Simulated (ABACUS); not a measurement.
Runs of ABACUS 3.10.1 on Ga. The cell holds a slab with vacuum, 5 atoms: a = 2.808 Å, b = 2.985 Å, c = 24.504 Å, α = 90.00°, β = 90.00°, γ = 118.06°. The slab is cut from a database's or a generator's crystal, which needn't be the stable form of the element.

```tsv
level	gap on the mesh (eV)	largest force (eV/Å)	work function (eV)
LDA	none	0.06	-
PBEsol	none	0.14	(b)
PW91	none	0.40	(a)
RPBE	none	0.34	-
```

Alike in all rows: task single point; potentials or basis SG15 ONCV 1.2 PBE, DZP LCAO (the cutoffs set its grid); no spin polarisation; cell as given; k mesh 11 × 11 × 1; cutoff (eV) 1361; smearing fermi-dirac 0.05 eV.

**Question.** Fill in the values left out.

**Answer.** (a) 3.92; (b) 4.01.

Caveats: the atomic orbitals were generated for these runs and aren't a published set; the potentials were made for another functional, which shifts forces and pressure; the basis of atomic orbitals isn't converged, which shifts pressures, moduli and gaps; confined orbitals describe the vacuum poorly, which shifts work functions (some runs).

A k mesh can miss the band edges, and the runs leave out spin-orbit coupling on Ga.

A gap of «none» marks a metal or a gap under the smearing width.

Runs at the PBE level aren't shown here.
